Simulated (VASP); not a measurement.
Write the native input for VASP 6.6.1 that does the following.

```
Task                   : single point
Functional             : PBE
Potentials or basis    : VASP PAW PBE potentials, release 64 (Rb_sv)
Cutoff                 : 520 eV
k mesh                 : 3 × 3 × 3
Occupations            : gaussian, width 0.1 eV
Spin                   : no spin polarisation
Dipole correction      : no
Further INCAR settings : ALGO = Fast; EDIFF = 1e-07; NBANDS = 66
```

The structure of Rb lies in POSCAR:

```
Rb
1.0
    5.8003218929      3.3488174063      9.8918814960
   -5.8003218929      3.3488174063      9.8918814960
    0.0000000000     -6.6976348123      9.8918814960
Rb
12
Direct
    0.0101900000      0.6536100000      0.0101900000
    0.0101900000      0.0101900000      0.6536100000
    0.6536100000      0.0101900000      0.0101900000
    0.9898100000      0.3463900000      0.9898100000
    0.3463900000      0.9898100000      0.9898100000
    0.9898100000      0.9898100000      0.3463900000
    0.2211800000      0.6306000000      0.2211800000
    0.2211800000      0.2211800000      0.6306000000
    0.6306000000      0.2211800000      0.2211800000
    0.7788200000      0.3694000000      0.7788200000
    0.3694000000      0.7788200000      0.7788200000
    0.7788200000      0.7788200000      0.3694000000
```

The cell was built by a generator and needn't be a form met in nature.

The input as run:

INCAR

```
SYSTEM = Rb
PREC = Accurate
ENCUT = 520
EDIFF = 1E-7
ISMEAR = 0
SIGMA = 0.1
LREAL = .False.
LASPH = .True.
NELM = 100
ALGO = Fast
ISIF = 2
LWAVE = .False.
LCHARG = .True.
GGA = PE
LELF = .True.
LVHAR = .True.
NBANDS = 66
```

KPOINTS

```
regular mesh
0
Gamma
  3 3 3
  0 0 0
```

Potentials or basis: VASP PAW PBE potentials, release 64 (Rb_sv).

The run is started by

```sh
$ cat potpaw_PBE.64/Rb_sv/POTCAR > POTCAR
$ mpirun -np 1 vasp_std > vasp.out
```

Results of the run:

| Quantity | Value |
| --- | --- |
| Pressure | 0.9 GPa |
| Largest force | 0.402 eV/Å |
| Band gap on the k mesh | none (metal or under the smearing width) |

Wall time 19 min on 1 thread of AMD EPYC 9R45 96-Core Processor (Zen 5), with other jobs on the host, peak memory 1.4 GiB.
